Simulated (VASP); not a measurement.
# ZnSn2N2 (P-4m2) in VASP: notebook

One crystal, ZnSn2N2, is run at these levels: PBE; tasks: single point.

Everything below comes from runs of VASP 6.6.1. Logs are shortened: lines on timing, memory, paths and dates and some standing lists are left out, and cuts for length are marked.

## 1. The undisturbed crystal

The structure is tetragonal, space group P-4m2 (No. 115). The conventional cell has a = 3.352 Å, b = 3.352 Å, c = 8.064 Å, α = 90.00°, β = 90.00°, γ = 90.00°. Sn (site symmetry 2mm) has 2 N at 2.12 Å as nearest neighbours. Around Zn (site symmetry -4m2) lie 4 N at 2.05 Å. Around N (site symmetry 2mm) lie 2 Zn at 2.05 Å and 2 Sn at 2.12 Å.

The cell comes from a database or a generator and needn't be the stable form of this composition.

## 2. Single point, PBE

File INCAR:

```
SYSTEM = ZnSn2N2
  ADDGRID = .FALSE.
  ALGO = Normal
  EDIFF = 1E-7
  ENCUT = 400
  GGA = PE
  ISIF = 2
  ISMEAR = 0
  LASPH = .TRUE.
  LCHARG = .FALSE.
  LREAL = .FALSE.
  LWAVE = .FALSE.
  NBANDS = 33
  NELM = 100
  PREC = Accurate
  SIGMA = 0.05
```

File KPOINTS:

```
k-points
0
G
  5 5 2
  0 0 0
```

File POSCAR:

```
ZnSn2N2
1.0
    3.3523260000      0.0000000000      0.0000000000
    0.0000000000      3.3523260000      0.0000000000
    0.0000000000      0.0000000000      8.0642090000
Sn Zn N
2 1 2
Direct
    0.4973440000      0.4812300000      0.3153800000
    0.4977480000      0.5263330000      0.6946440000
   -0.0161480000     -0.0098380000     -0.0046550000
   -0.0132420000      0.5408690000      0.8583280000
    0.4951850000     -0.0107610000      0.1447960000
```

Potentials or basis: VASP PAW PBE potentials, release 64 (Sn_d, Zn, N).

Started as:

```sh
cat potpaw_PBE.64/Sn_d/POTCAR potpaw_PBE.64/Zn/POTCAR potpaw_PBE.64/N/POTCAR > POTCAR
mpirun -np 1 vasp_std > vasp.out
```

OUTCAR:

```text
SYSTEM = ZnSn2N2
   EDIFF = 1E-7
   ENCUT = 400
   GGA = PE
   ISIF = 2
   ISMEAR = 0
   LASPH = .TRUE.
   LREAL = .FALSE.
   NELM = 100
   PREC = Accurate

 Found     26 irreducible k-points:

 Following reciprocal coordinates:
            Coordinates               Weight
  0.000000  0.000000  0.000000      1.000000
  0.200000  0.000000  0.000000      2.000000
  0.000000  0.200000  0.000000      2.000000
  0.400000  0.000000  0.000000      2.000000
  0.000000  0.400000  0.000000      2.000000
  0.200000  0.200000  0.000000      2.000000
   k-points           NKPTS =     26   k-points in BZ     NKDIM =     26   number of bands    NBANDS=     33
   number of dos      NEDOS =    301   number of ions     NIONS =      5
   total plane-waves  NPLWV =  31104
   dimension x,y,z NGX =    24 NGY =   24 NGZ =   54
   dimension x,y,z NGXF=    48 NGYF=   48 NGZF=  108
   ions per type =               2   1   2
   NGX,Y,Z   is equivalent  to a cutoff of  11.90, 11.90, 11.13 a.u.
   NGXF,Y,Z  is equivalent  to a cutoff of  23.80, 23.80, 22.26 a.u.
 SYSTEM =  ZnSn2N2
   PREC   = accura    normal or accurate (medium, high low for compatibility)
   ISTART =      0    job   : 0-new  1-cont  2-samecut
   ICHARG =      2    charge: 1-file 2-atom 10-const
   ISPIN  =      1    spin polarized calculation?
   LNONCOLLINEAR =      F non collinear calculations
   LSORBIT =      F    spin-orbit coupling
   LASPH  =      T    aspherical Exc in radial PAW
   ENCUT  =  400.0 eV  29.40 Ry    5.42 a.u.   5.47  5.47 13.15*2*pi/ulx,y,z
   NELM   =    100;   NELMIN=  2; NELMDL= -5     # of ELM steps
   EDIFF  = 0.1E-06   stopping-criterion for ELM
   LREAL  =      F    real-space projection
   EDIFFG = 0.1E-05   stopping-criterion for IOM
   NSW    =      0    number of steps for IOM
   IBRION =     -1    ionic relax: 0-MD 1-quasi-New 2-CG
   NFREE  =      0    steps in history (QN), initial steepest desc. (CG)
   ISIF   =      2    stress and relaxation
   ISYM   =      2    0-nonsym 1-usesym 2-fastsym
   POTIM  = 0.5000    time-step for ionic-motion
   TEBEG  =    0.0;   TEEND  =   0.0 temperature during run
   PSTRESS=    0.0 pullay stress
   NELECT =      50.0000    total number of electrons
   NUPDOWN=      -1.0000    fix difference up-down
   EMIN   =  10.00;   EMAX   =-10.00  energy-range for DOS
   EFERMI =   0.00;   METHOD = LEGACY
   ISMEAR =     0;   SIGMA  =   0.05  broadening in eV -4-tet -1-fermi 0-gaus
   EFERMI_NEDOS =   21; number of points for ismear=-14 and -15
   IALGO  =     38    algorithm
   IMIX   =      4    mixing-type and parameters
     AMIX     =   0.40;   BMIX     =  1.00
     AMIX_MAG =   1.60;   BMIX_MAG =  1.00
  volume/ion in A,a.u.               =      18.13       122.32
  Fermi-wavevector in a.u.,A,eV,Ry     =   1.342703  2.537341 24.529295  1.802852
  Thomas-Fermi vector in A             =   2.470836
   LORBIT       =      0    0 simple, 1 ext, 2 COOP (PROOUT), +10 PAW based schemes
   GGA     = PE    functional components
   LHFCALC =     F    Hartree Fock is set to
   AEXX    =    0.0000 exact exchange contribution
   IVDW    =     0    specifies the selected vdW correction
   LEPSILON=     F    determine dielectric tensor
   LRPA    =     F    only Hartree local field effects (RPA)
 non-spin polarized calculation
 Gauss-broadening in eV      SIGMA  =   0.05
  energy-cutoff  :      400.00
  volume of cell :       90.63
 maximum number of plane-waves:      1674
 NGX is ok and might be reduce to    24
   NGX = 11   NGY = 11   NGZ = 27

 number of electron      50.0000012 magnetization

 Free energy of the ion-electron system (eV)
  ---------------------------------------------------
  ext. energy  EPLUGINS =         0.00000000
  ---------------------------------------------------
  free energy    TOTEN  =       -24.01922247 eV

  energy without entropy =      -24.01514172  energy(sigma->0) =      -24.01718210

 E-fermi :   5.2503     XC(G=0): -10.2402

 val. band max:        5.2403735041   @ k =   0.0000   0.2000   0.0000
 cond. band min:       5.2581965913   @ k =   0.2000   0.0000   0.0000
 fundamental gap:      0.0178230872
 Fermi energy:         5.2503469414

 k-point     1 :       0.0000    0.0000    0.0000
  band No.  band energies     occupation
      1     -16.0909      2.00000
      2     -15.9992      2.00000
      3     -15.9518      2.00000
      4     -15.8977      2.00000
      5     -15.8671      2.00000
      6     -15.8162      2.00000
[... 25 lines left out ...]
     32      12.8768      0.00000
     33      13.2131      0.00000

 k-point     2 :       0.2000    0.0000    0.0000
  band No.  band energies     occupation
      1     -16.0590      2.00000
      2     -15.9597      2.00000
      3     -15.9570      2.00000
      4     -15.9117      2.00000
      5     -15.8648      2.00000
      6     -15.8329      2.00000
[... 25 lines left out ...]
     32      12.9831      0.00000
     33      13.9779      0.00000

 k-point     3 :       0.0000    0.2000    0.0000
  band No.  band energies     occupation
      1     -16.0544      2.00000
      2     -15.9736      2.00000
      3     -15.9290      2.00000
      4     -15.8959      2.00000
      5     -15.8876      2.00000
      6     -15.8319      2.00000
[... 25 lines left out ...]
     32      13.1539      0.00000
     33      14.1588      0.00000

 k-point     4 :       0.4000    0.0000    0.0000
  band No.  band energies     occupation
      1     -16.0639      2.00000
      2     -15.9920      2.00000
      3     -15.9098      2.00000
      4     -15.8665      2.00000
      5     -15.8551      2.00000
      6     -15.8476      2.00000
[... 25 lines left out ...]
     32      13.7015      0.00000
     33      13.8241      0.00000

 k-point     5 :       0.0000    0.4000    0.0000
  band No.  band energies     occupation
      1     -16.0091      2.00000
      2     -15.9606      2.00000
      3     -15.9371      2.00000
      4     -15.8930      2.00000
      5     -15.8855      2.00000
      6     -15.8545      2.00000
[... 25 lines left out ...]
     32      13.6791      0.00000
     33      13.8469      0.00000

 k-point     6 :       0.2000    0.2000    0.0000
  band No.  band energies     occupation
      1     -16.0255      2.00000
      2     -15.9456      2.00000
      3     -15.9264      2.00000
      4     -15.9036      2.00000
      5     -15.8795      2.00000
      6     -15.8496      2.00000
[... 25 lines left out ...]
     32      12.7630      0.00000
     33      14.5216      0.00000

 [... further k-points ...]
[... 5 lines left out ...]
  --------------------------------------------------------------------------------------
  -------------------------------------------------------------------------------------
  Total       -1.3420439     -0.6857126     -2.2481213     -0.0072153      2.0005084      0.1896139
  in kB      -23.7259180    -12.1226749    -39.7444106     -0.1275583     35.3668754      3.3521730
  external PRESSURE =     -25.1976678 kB  Pullay stress =       0.0000000 kB

 VOLUME and BASIS-vectors are now :
 -----------------------------------------------------------------------------
  energy-cutoff  :      400.00
  volume of cell :       90.63
      direct lattice vectors                 reciprocal lattice vectors
     3.352326000  0.000000000  0.000000000     0.298300344  0.000000000  0.000000000
     0.000000000  3.352326000  0.000000000     0.000000000  0.298300344  0.000000000
     0.000000000  0.000000000  8.064209000     0.000000000  0.000000000  0.124004723

 POSITION                                       TOTAL-FORCE (eV/Angst)
 -----------------------------------------------------------------------------------
      1.66726      1.61324      2.54329        -0.004628      0.226049     -0.803282
      1.66861      1.76444      5.60175        -0.367531      0.036579     -0.009075
      3.29819      3.31935      8.02667         0.212968      1.416247      1.118931
      3.30793      1.81317      6.92174         0.369193     -1.661348     -1.000310
      1.66002      3.31625      1.16767        -0.210003     -0.017528      0.693736
 -----------------------------------------------------------------------------------
    total drift:                                0.000502     -0.000104     -0.000015

  FREE ENERGIE OF THE ION-ELECTRON SYSTEM (eV)
  ---------------------------------------------------
  free  energy   TOTEN  =       -24.0192224717 eV

  energy  without entropy=      -24.0151417186  energy(sigma->0) =      -24.01718210
```

Wall time 23 s (1 thread of Intel Xeon 6975P-C (Granite Rapids), shared host); peak memory 0.2 GiB.

These settings aren't checked as converged: the numbers below hold their error.

Results:

```
Free energy            : -24.0192 eV
Largest force          : 1.974 eV/Å
Band gap on the k mesh : none (metal or under the smearing width)
```

Caveat: the k mesh is coarse (spacing up to 0.39 Å⁻¹), so the values aren't converged; the cutoff is under 1.25 times the usual one of these potentials, so pressure, stress and relaxed cells hold a basis-set (Pulay) error.

## 3. Single point, PBE

INCAR: that of step 2 with these lines changed.

```diff
@@ -15,2 +15,2 @@
   PREC = Accurate
-  SIGMA = 0.05
+  SIGMA = 0.2
```

KPOINTS is that of step 2.

POSCAR is that of step 2.

Potentials or basis: VASP PAW PBE potentials, release 64 (Sn_d, Zn, N).

Started as:

```sh
cat potpaw_PBE.64/Sn_d/POTCAR potpaw_PBE.64/Zn/POTCAR potpaw_PBE.64/N/POTCAR > POTCAR
mpirun -np 1 vasp_std > vasp.out
```

It took 23 s on 1 thread of Intel Xeon 6975P-C (Granite Rapids), shared host; peak memory 0.2 GiB.

The run converged, but some of its settings lie outside the range that counts as converged, so its numbers aren't taken as properties of the crystal.

Results:

| Item | Value |
| --- | --- |
| Free energy | -24.0350 eV |
| Largest force | 1.981 eV/Å |
| Band gap on the k mesh | none (metal or under the smearing width) |

Caveat: the k mesh is coarse (spacing up to 0.39 Å⁻¹), so the values aren't converged; the cutoff is under 1.25 times the usual one of these potentials, so pressure, stress and relaxed cells hold a basis-set (Pulay) error.

## 4. Single point, PBE

INCAR: that of step 3 with these lines changed.

```diff
@@ -15,2 +15,2 @@
   PREC = Accurate
-  SIGMA = 0.2
+  SIGMA = 0.01
```

KPOINTS is that of step 3.

POSCAR is that of step 3.

Started as:

```sh
cat potpaw_PBE.64/Sn_d/POTCAR potpaw_PBE.64/Zn/POTCAR potpaw_PBE.64/N/POTCAR > POTCAR
mpirun -np 1 vasp_std > vasp.out
```

It took 24 s on 1 thread of Intel Xeon 6975P-C (Granite Rapids), shared host; peak memory 0.2 GiB.

The run converged, but some of its settings lie outside the range that counts as converged, so its numbers aren't taken as properties of the crystal.

Results:

| Property | Result |
| --- | --- |
| Free energy | -24.0163 eV |
| Largest force | 1.975 eV/Å |
| Band gap on the k mesh | none (metal or under the smearing width) |

Caveat: the k mesh is coarse (spacing up to 0.39 Å⁻¹), so the values aren't converged; the cutoff is under 1.25 times the usual one of these potentials, so pressure, stress and relaxed cells hold a basis-set (Pulay) error.

## 5. Single point, PBE

INCAR: that of step 4 with these lines changed.

```diff
@@ -14,3 +14,3 @@
   NELM = 100
-  PREC = Accurate
-  SIGMA = 0.01
+  PREC = Normal
+  SIGMA = 0.05
```

KPOINTS is that of step 4.

POSCAR is that of step 4.

Started as:

```sh
cat potpaw_PBE.64/Sn_d/POTCAR potpaw_PBE.64/Zn/POTCAR potpaw_PBE.64/N/POTCAR > POTCAR
mpirun -np 1 vasp_std > vasp.out
```

Wall time 14 s (1 thread of Intel Xeon 6975P-C (Granite Rapids), shared host); peak memory 0.16 GiB.

These settings aren't checked as converged: the numbers below hold their error.

Results:

* Free energy: -24.0260 eV
* Largest force: 1.971 eV/Å
* Band gap on the k mesh: none (metal or under the smearing width)

Caveat: the k mesh is coarse (spacing up to 0.39 Å⁻¹), so the values aren't converged; the cutoff is under 1.25 times the usual one of these potentials, so pressure, stress and relaxed cells hold a basis-set (Pulay) error.

## 6. For comparison

An earlier run on the cell as given: functional PBE; potentials or basis VASP PAW PBE potentials, release 64 (Sn_d, Zn, N); cutoff 520 eV; k mesh 8 × 8 × 4; occupations fermi-dirac, width 0.05 eV; no spin polarisation.

* Pressure: -0.3 GPa
* Largest force: 0.069 eV/Å
* Band gap on the k mesh: none (metal or under the smearing width)
